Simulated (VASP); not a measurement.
# Bi (I4/mmm) in VASP: a series of runs, part 2 of 2

VASP 6.6.1.

### Step 3. Single point, LDA (strain -0.015 along x and y, +0.030 along z, atoms carried along)

Input file INCAR:

```
PREC = Accurate
ENCUT = 520
EDIFF = 1E-6
ISMEAR = 0
SIGMA = 0.15
LREAL = False
LASPH = True
NELM = 100
ALGO = Fast
ISIF = 2
LWAVE = False
LCHARG = False
GGA = CA
NBANDS = 14
```

Input file KPOINTS:

```
Automatic mesh
0
Gamma
  18 18 18
```

Input file POSCAR:

```
Bi
1.0
   -1.9517090738      1.9517090738      2.0408734478
    1.9517090738     -1.9517090738      2.0408734478
    1.9517090738      1.9517090738     -2.0408734478
Bi
1
Direct
    0.0000000000      0.0000000000      0.0000000000
```

Potentials or basis: VASP PAW LDA potentials, release 64 (Bi_d).

Started as:

```console
> cat potpaw_LDA.64/Bi_d/POTCAR > POTCAR
> mpirun -np 1 vasp_std > vasp.out
```

OUTCAR:

```text
PREC = Accurate
   ENCUT = 520
   EDIFF = 1E-6
   ISMEAR = 0
   LREAL = False
   LASPH = True
   NELM = 100
   ISIF = 2
   GGA = CA

 ion  position               nearest neighbor table
   1  0.000  0.000  0.000-

  LATTYP: Found a body centered tetragonal cell.
 ALAT       =     3.9034181476
 C/A-ratio  =     1.0456852792

  Lattice vectors:

 A1 = (  -1.9517090738,   1.9517090738,   2.0408734478)
 A2 = (   1.9517090738,  -1.9517090738,   2.0408734478)
 A3 = (   1.9517090738,   1.9517090738,  -2.0408734478)

Analysis of symmetry for initial positions (statically):
=====================================================================
 Subroutine PRICEL returns:
 Original cell was already a primitive cell.

 Routine SETGRP: Setting up the symmetry group for a
 body centered tetragonal supercell.

 Subroutine GETGRP returns: Found 16 space group operations
 (whereof 16 operations were pure point group operations)
 out of a pool of 16 trial point group operations.

The static configuration has the point symmetry D_4h.

Analysis of symmetry for dynamics (positions and initial velocities):
=====================================================================
 Subroutine PRICEL returns:
 Original cell was already a primitive cell.

 Routine SETGRP: Setting up the symmetry group for a
 body centered tetragonal supercell.

 Subroutine GETGRP returns: Found 16 space group operations
 (whereof 16 operations were pure point group operations)
 out of a pool of 16 trial point group operations.

The dynamic configuration has the point symmetry D_4h.

 Subroutine INISYM returns: Found 16 space group operations
 (whereof 16 operations are pure point group operations),
 and found     1 'primitive' translations

----------------------------------------------------------------------------------------

                                     Primitive cell

  volume of cell :      31.0961

[... 110 lines left out ...]
   LORBIT       =      0    0 simple, 1 ext, 2 COOP (PROOUT), +10 PAW based schemes
   GGA     = CA    functional components
   LHFCALC =     F    Hartree Fock is set to
   AEXX    =    0.0000 exact exchange contribution
   IVDW    =     0    specifies the selected vdW correction
   LEPSILON=     F    determine dielectric tensor
   LRPA    =     F    only Hartree local field effects (RPA)
 non-spin polarized calculation
 RMM-DIIS sequential band-by-band and
 Gauss-broadening in eV      SIGMA  =   0.15
  energy-cutoff  :      520.00
  volume of cell :       31.10
 maximum number of plane-waves:       855
 NGX is ok and might be reduce to    28
   NGX = 13   NGY = 13   NGZ = 13

 number of electron      14.9999999 magnetization

 Free energy of the ion-electron system (eV)
  ---------------------------------------------------
  ext. energy  EPLUGINS =         0.00000000
  ---------------------------------------------------
  free energy    TOTEN  =        -4.44947983 eV

  energy without entropy =       -4.44082857  energy(sigma->0) =       -4.44515420

 E-fermi :   7.6771     XC(G=0): -10.5341

 val. band max:        7.6757540946   @ k =  -0.2778   0.3333   0.2222
 cond. band min:       7.6774228074   @ k =  -0.1667  -0.3889   0.0556
 fundamental gap:      0.0016687128
 Fermi energy:         7.6771179150

 k-point     1 :       0.0000    0.0000    0.0000
  band No.  band energies     occupation
      1     -15.2936      2.00000
      2     -15.2936      2.00000
      3     -15.2823      2.00000
      4     -15.1696      2.00000
      5     -15.1515      2.00000
      6      -5.8561      2.00000
      7      12.6302      0.00000
      8      12.7754      0.00000
      9      12.7754      0.00000
     10      16.9010      0.00000
     11      17.8798      0.00000
     12      18.4192      0.00000
     13      18.4192      0.00000
     14      19.1535      0.00000
[... 377 lines left out ...]
      1     -15.2987      2.00000
      2     -15.2739      2.00000
      3     -15.2169      2.00000
      4     -15.1783      2.00000
      5     -15.1593      2.00000
      6      -5.1373      2.00000
      7       8.2730      0.00000
      8      11.1374      0.00000
      9      11.9846      0.00000
     10      15.7787      0.00000
     11      16.6800      0.00000
     12      17.7094      0.00000
     13      19.6260      0.00000
     14      20.6434      0.00000

 [... further k-points ...]
[... 5 lines left out ...]
  --------------------------------------------------------------------------------------
  -------------------------------------------------------------------------------------
  Total       -0.5813305     -0.5813305     -0.6524512      0.0000000     -0.0000000      0.0000000
  in kB      -29.9521143    -29.9521143    -33.6164913      0.0000000     -0.0000000      0.0000000
  external PRESSURE =     -31.1735733 kB  Pullay stress =       0.0000000 kB

 VOLUME and BASIS-vectors are now :
 -----------------------------------------------------------------------------
  energy-cutoff  :      520.00
  volume of cell :       31.10
      direct lattice vectors                 reciprocal lattice vectors
    -1.951709074  1.951709074  2.040873448     0.000000000  0.256185723  0.244993143
     1.951709074 -1.951709074  2.040873448     0.256185723  0.000000000  0.244993143
     1.951709074  1.951709074 -2.040873448     0.256185723  0.256185723  0.000000000

 POSITION                                       TOTAL-FORCE (eV/Angst)
 -----------------------------------------------------------------------------------
      0.00000      0.00000      0.00000        -0.000000      0.000000      0.000000
 -----------------------------------------------------------------------------------
    total drift:                               -0.000000     -0.000000     -0.000000

  FREE ENERGIE OF THE ION-ELECTRON SYSTEM (eV)
  ---------------------------------------------------
  free  energy   TOTEN  =        -4.4494798324 eV

  energy  without entropy=       -4.4408285711  energy(sigma->0) =       -4.44515420
```

OSZICAR:

```text
N       E                     dE             d eps       ncg     rms          rms(c)
DAV:   1     0.114908150989E+03    0.11491E+03   -0.76967E+03 13588   0.124E+03
DAV:   2     0.226896932013E+01   -0.11264E+03   -0.10904E+03 14508   0.341E+02
DAV:   3    -0.429670645801E+01   -0.65657E+01   -0.65377E+01 17068   0.798E+01
DAV:   4    -0.445150639196E+01   -0.15480E+00   -0.15476E+00 16894   0.130E+01
DAV:   5    -0.445821753097E+01   -0.67111E-02   -0.67110E-02 19212   0.247E+00    0.465E-01
RMM:   6    -0.445142612175E+01    0.67914E-02   -0.71628E-03 16433   0.976E-01    0.274E-01
RMM:   7    -0.444946598865E+01    0.19601E-02   -0.56449E-03 16371   0.731E-01    0.739E-02
RMM:   8    -0.444944710999E+01    0.18879E-04   -0.10212E-03 18815   0.413E-01    0.118E-02
RMM:   9    -0.444947673000E+01   -0.29620E-04   -0.28611E-04 21458   0.150E-01    0.764E-03
RMM:  10    -0.444947769136E+01   -0.96136E-06   -0.46379E-05 18328   0.914E-02    0.201E-03
RMM:  11    -0.444947962252E+01   -0.19312E-05   -0.23685E-05 22373   0.435E-02    0.177E-03
RMM:  12    -0.444947983237E+01   -0.20985E-06   -0.23193E-06 11631   0.137E-02
   1 F= -.44494798E+01 E0= -.44451542E+01  d E =-.865126E-02
```

stdout:

```text
POSCAR found type information on POSCAR Bi
 POSCAR found :  1 types and       1 ions
 scaLAPACK will be used
 LDA part: xc-table for (Slater(with rela. corr.)+CA(PZ))
 , standard interpolation
 POSCAR, INCAR and KPOINTS ok, starting setup
 FFT: planning ... GRIDC
 FFT: planning ... GRID_SOFT
 FFT: planning ... GRID
 WAVECAR not read
 entering main loop
WARNING in EDDRMM: call to ZHEGV failed, returncode =   6  3     12
WARNING in EDDRMM: call to ZHEGV failed, returncode =   6  3     12
WARNING in EDDRMM: call to ZHEGV failed, returncode =   8  4     12
WARNING in EDDRMM: call to ZHEGV failed, returncode =   6  3     10
WARNING in EDDRMM: call to ZHEGV failed, returncode =   8  4     13
WARNING in EDDRMM: call to ZHEGV failed, returncode =   6  3     12
WARNING in EDDRMM: call to ZHEGV failed, returncode =   6  3     10
```

Wall time 4.9 min (1 thread of Intel Xeon Platinum 8375C at 2.90GHz (Ice Lake), shared host); peak memory 0.29 GiB.

Results:

- Free energy: -4.4495 eV
- Pressure: -3.1 GPa
- Band gap on the k mesh: none (metal or under the smearing width)

Stress tensor (GPa, compression positive):
```
-3.00  0.00  0.00
 0.00 -3.00  0.00
 0.00  0.00 -3.36
```

Levels at points of the mesh, in eV from the Fermi level:
```tsv
k point	band 5	band 6	band 7	band 8	band 9	band 10
(0.00, 0.00, 0.00)	-22.83	-13.53	4.95	5.10	5.10	9.22
(0.50, 0.00, 0.00)	-22.76	-10.55	-5.09	1.70	3.63	6.23
(0.50, 0.50, 0.00)	-22.75	-10.38	-5.00	1.26	2.99	5.71
(0.50, 0.50, 0.50)	-22.77	-8.42	-2.27	-1.57	-1.57	3.46
```

Caveat: spin-orbit coupling is left out, which moves the levels of the heavy elements.
